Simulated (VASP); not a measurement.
# InP (F-43m) in VASP: notebook

One crystal, InP, is run at these levels: LDA; tasks: single point.

Program: VASP 6.6.1. These are calculated values, not measurements. Logs are shortened: lines on timing, memory, paths and dates and some standing lists are left out, and cuts for length are marked.

**1. The undisturbed crystal**

The structure is cubic, space group F-43m (No. 216). The conventional cell has a = 5.861 Å, b = 5.861 Å, c = 5.861 Å, α = 90.00°, β = 90.00°, γ = 90.00°. Around In (site symmetry -43m) lie 4 P at 2.54 Å. P (site symmetry -43m) is surrounded by 4 In at 2.54 Å.

**2. Single point, LDA (grid = ENCUT=400 dk=0.9 cell=2x2x2 ISMEAR=0 SIGMA=0.05 LREAL=Auto EDIFF=1e-06)**

INCAR reads:

```
SYSTEM = InP
PREC = Accurate
ENCUT = 400
EDIFF = 1E-6
ISMEAR = 0
SIGMA = 0.05
LREAL = Auto
LASPH = .TRUE.
NELM = 120
ALGO = Fast
ISIF = 2
LWAVE = .FALSE.
LCHARG = .FALSE.
NBANDS = 80
```

KPOINTS reads:

```
regular mesh
0
G
  2 2 2
  0 0 0
```

POSCAR reads:

```
InP
1.0
    0.0000000000      5.8610000000      5.8610000000
    5.8610000000      0.0000000000      5.8610000000
    5.8610000000      5.8610000000      0.0000000000
In P
8 8
Direct
    0.0000000000      0.0000000000      0.0000000000
    0.0000000000      0.0000000000      0.5000000000
    0.0000000000      0.5000000000      0.0000000000
    0.0000000000      0.5000000000      0.5000000000
    0.5000000000      0.0000000000      0.0000000000
    0.5000000000      0.0000000000      0.5000000000
    0.5000000000      0.5000000000      0.0000000000
    0.5000000000      0.5000000000      0.5000000000
    0.3750000000      0.3750000000      0.3750000000
    0.3750000000      0.3750000000      0.8750000000
    0.3750000000      0.8750000000      0.3750000000
    0.3750000000      0.8750000000      0.8750000000
    0.8750000000      0.3750000000      0.3750000000
    0.8750000000      0.3750000000      0.8750000000
    0.8750000000      0.8750000000      0.3750000000
    0.8750000000      0.8750000000      0.8750000000
```

Potentials or basis: VASP PAW LDA potentials, release 64 (In_d, P).

Command:

```sh
$ cat potpaw_LDA.64/In_d/POTCAR potpaw_LDA.64/P/POTCAR > POTCAR
$ mpirun -np 1 vasp_std > vasp.out
```

OUTCAR:

```text
SYSTEM = InP
   PREC = Accurate
   ENCUT = 400
   EDIFF = 1E-6
   ISMEAR = 0
   LREAL = Auto
   LASPH = .TRUE.
   NELM = 120
   ISIF = 2

 Found      3 irreducible k-points:

 Following reciprocal coordinates:
            Coordinates               Weight
  0.000000  0.000000  0.000000      1.000000
  0.500000  0.000000  0.000000      4.000000
  0.500000  0.500000  0.000000      3.000000
   k-points           NKPTS =      3   k-points in BZ     NKDIM =      3   number of bands    NBANDS=     80
   number of dos      NEDOS =    301   number of ions     NIONS =     16
   total plane-waves  NPLWV = 157464
   dimension x,y,z NGX =    54 NGY =   54 NGZ =   54
   dimension x,y,z NGXF=   108 NGYF=  108 NGZF=  108
   ions per type =               8   8
   NGX,Y,Z   is equivalent  to a cutoff of  10.83, 10.83, 10.83 a.u.
   NGXF,Y,Z  is equivalent  to a cutoff of  21.66, 21.66, 21.66 a.u.
 SYSTEM =  InP
   PREC   = accura    normal or accurate (medium, high low for compatibility)
   ISTART =      0    job   : 0-new  1-cont  2-samecut
   ICHARG =      2    charge: 1-file 2-atom 10-const
   ISPIN  =      1    spin polarized calculation?
   LNONCOLLINEAR =      F non collinear calculations
   LSORBIT =      F    spin-orbit coupling
   LASPH  =      T    aspherical Exc in radial PAW
   ENCUT  =  400.0 eV  29.40 Ry    5.42 a.u.  13.52 13.52 13.52*2*pi/ulx,y,z
   NELM   =    120;   NELMIN=  2; NELMDL= -5     # of ELM steps
   EDIFF  = 0.1E-05   stopping-criterion for ELM
   LREAL  =      T    real-space projection
   EDIFFG = 0.1E-04   stopping-criterion for IOM
   NSW    =      0    number of steps for IOM
   IBRION =     -1    ionic relax: 0-MD 1-quasi-New 2-CG
   NFREE  =      0    steps in history (QN), initial steepest desc. (CG)
   ISIF   =      2    stress and relaxation
   ISYM   =      2    0-nonsym 1-usesym 2-fastsym
   POTIM  = 0.5000    time-step for ionic-motion
   TEBEG  =    0.0;   TEEND  =   0.0 temperature during run
   PSTRESS=    0.0 pullay stress
   NELECT =     144.0000    total number of electrons
   NUPDOWN=      -1.0000    fix difference up-down
   EMIN   =  10.00;   EMAX   =-10.00  energy-range for DOS
   EFERMI =   0.00;   METHOD = LEGACY
   ISMEAR =     0;   SIGMA  =   0.05  broadening in eV -4-tet -1-fermi 0-gaus
   EFERMI_NEDOS =   21; number of points for ismear=-14 and -15
   IALGO  =     68    algorithm
   IMIX   =      4    mixing-type and parameters
     AMIX     =   0.40;   BMIX     =  1.00
     AMIX_MAG =   1.60;   BMIX_MAG =  1.00
  volume/ion in A,a.u.               =      25.17       169.83
  Fermi-wavevector in a.u.,A,eV,Ry     =   1.162021  2.195901 18.371846  1.350293
  Thomas-Fermi vector in A             =   2.298587
   LORBIT       =      0    0 simple, 1 ext, 2 COOP (PROOUT), +10 PAW based schemes
   GGA     = CA    functional components
   LHFCALC =     F    Hartree Fock is set to
   AEXX    =    0.0000 exact exchange contribution
   IVDW    =     0    specifies the selected vdW correction
   LEPSILON=     F    determine dielectric tensor
   LRPA    =     F    only Hartree local field effects (RPA)
 non-spin polarized calculation
 RMM-DIIS sequential band-by-band and
 Gauss-broadening in eV      SIGMA  =   0.05
  energy-cutoff  :      400.00
  volume of cell :      402.67
 maximum number of plane-waves:      7391
   NGX = 27   NGY = 27   NGZ = 27

 number of electron     144.0000104 magnetization

 Free energy of the ion-electron system (eV)
  ---------------------------------------------------
  ext. energy  EPLUGINS =         0.00000000
  ---------------------------------------------------
  free energy    TOTEN  =       -76.39609580 eV

  energy without entropy =      -76.39609580  energy(sigma->0) =      -76.39609580

 E-fermi :   5.2981     XC(G=0):  -9.5994

 val. band max:        5.0568076028   @ k =   0.0000   0.0000   0.0000
 cond. band min:       5.5460562927   @ k =   0.0000   0.0000   0.0000
 fundamental gap:      0.4892486899
 Fermi energy:         5.2981311302

 k-point     1 :       0.0000    0.0000    0.0000
  band No.  band energies     occupation
      1      -9.3639      2.00000
      2      -9.3639      2.00000
      3      -9.3639      2.00000
      4      -9.2980      2.00000
      5      -9.2980      2.00000
      6      -9.2980      2.00000
[... 72 lines left out ...]
     79       6.6127      0.00000
     80       6.6126      0.00000

 k-point     2 :       0.5000    0.0000    0.0000
  band No.  band energies     occupation
      1      -9.3206      2.00000
      2      -9.3206      2.00000
      3      -9.3206      2.00000
      4      -9.3206      2.00000
      5      -9.3206      2.00000
      6      -9.3206      2.00000
[... 72 lines left out ...]
     79       7.4307      0.00000
     80       7.4307      0.00000

 k-point     3 :       0.5000    0.5000    0.0000
  band No.  band energies     occupation
      1      -9.3292      2.00000
      2      -9.3292      2.00000
      3      -9.2918      2.00000
      4      -9.2918      2.00000
      5      -9.2918      2.00000
      6      -9.2918      2.00000
[... 72 lines left out ...]
     79       8.0286      0.00000
     80       8.0287      0.00000

------------------------ aborting loop because EDIFF is reached ----------------------------------------

  FORCE on cell =-STRESS in cart. coord.  units (eV):
  Direction    XX          YY          ZZ          XY          YZ          ZX
  --------------------------------------------------------------------------------------
  -------------------------------------------------------------------------------------
  Total       -2.5656799     -2.5656799     -2.5656799     -0.0000000     -0.0000000      0.0000000
  in kB      -10.2086401    -10.2086401    -10.2086401     -0.0000000     -0.0000000      0.0000000
  external PRESSURE =     -10.2086401 kB  Pullay stress =       0.0000000 kB

 VOLUME and BASIS-vectors are now :
 -----------------------------------------------------------------------------
  energy-cutoff  :      400.00
  volume of cell :      402.67
      direct lattice vectors                 reciprocal lattice vectors
     0.000000000  5.861000000  5.861000000    -0.085309674  0.085309674  0.085309674
     5.861000000  0.000000000  5.861000000     0.085309674 -0.085309674  0.085309674
     5.861000000  5.861000000  0.000000000     0.085309674  0.085309674 -0.085309674

 POSITION                                       TOTAL-FORCE (eV/Angst)
 -----------------------------------------------------------------------------------
      0.00000      0.00000      0.00000        -0.000000      0.000000     -0.000000
      2.93050      2.93050      0.00000        -0.000000      0.000000     -0.000000
      2.93050      0.00000      2.93050        -0.000000      0.000000     -0.000000
      5.86100      2.93050      2.93050        -0.000000      0.000000     -0.000000
      0.00000      2.93050      2.93050        -0.000000      0.000000     -0.000000
      2.93050      5.86100      2.93050        -0.000000      0.000000     -0.000000
[... 8 lines left out ...]
      7.32625      7.32625     10.25675        -0.000000      0.000000      0.000000
     10.25675     10.25675     10.25675         0.000000      0.000000     -0.000000
 -----------------------------------------------------------------------------------
    total drift:                                0.000006      0.000006      0.000006

  FREE ENERGIE OF THE ION-ELECTRON SYSTEM (eV)
  ---------------------------------------------------
  free  energy   TOTEN  =       -76.3960957964 eV

  energy  without entropy=      -76.3960957964  energy(sigma->0) =      -76.39609580
```

Run time: 82 s. Hardware: 1 thread of Intel Xeon 6975P-C (Granite Rapids), shared host; peak memory 0.31 GiB.

The run converged, but some of its settings lie outside the range that counts as converged, so its numbers aren't taken as properties of the crystal.

What came out:

```
Free energy            : -76.3961 eV
Pressure               : -1.0 GPa
Band gap on the k mesh : 0.49 eV
```

Caveat: the k mesh is coarse (spacing up to 0.46 Å⁻¹), so the values aren't converged; spin-orbit coupling is left out, which moves the levels of the heavy elements.

**3. Single point, LDA (grid = ENCUT=400 dk=0.6 cell=2x2x2 ISMEAR=0 SIGMA=0.05 LREAL=Auto EDIFF=1e-06)**

INCAR is that of step 2.

KPOINTS is that of step 2.

POSCAR is that of step 2.

Potentials or basis: VASP PAW LDA potentials, release 64 (In_d, P).

Command:

```sh
$ cat potpaw_LDA.64/In_d/POTCAR potpaw_LDA.64/P/POTCAR > POTCAR
$ mpirun -np 1 vasp_std > vasp.out
```

Wall time 76 s (1 thread of Intel Xeon 6975P-C (Granite Rapids), shared host); peak memory 0.31 GiB.

These settings aren't checked as converged: the numbers below hold their error.

What came out:

* Free energy: -76.3961 eV
* Pressure: -1.0 GPa
* Band gap on the k mesh: 0.49 eV

Caveat: the k mesh is coarse (spacing up to 0.46 Å⁻¹), so the values aren't converged; spin-orbit coupling is left out, which moves the levels of the heavy elements.
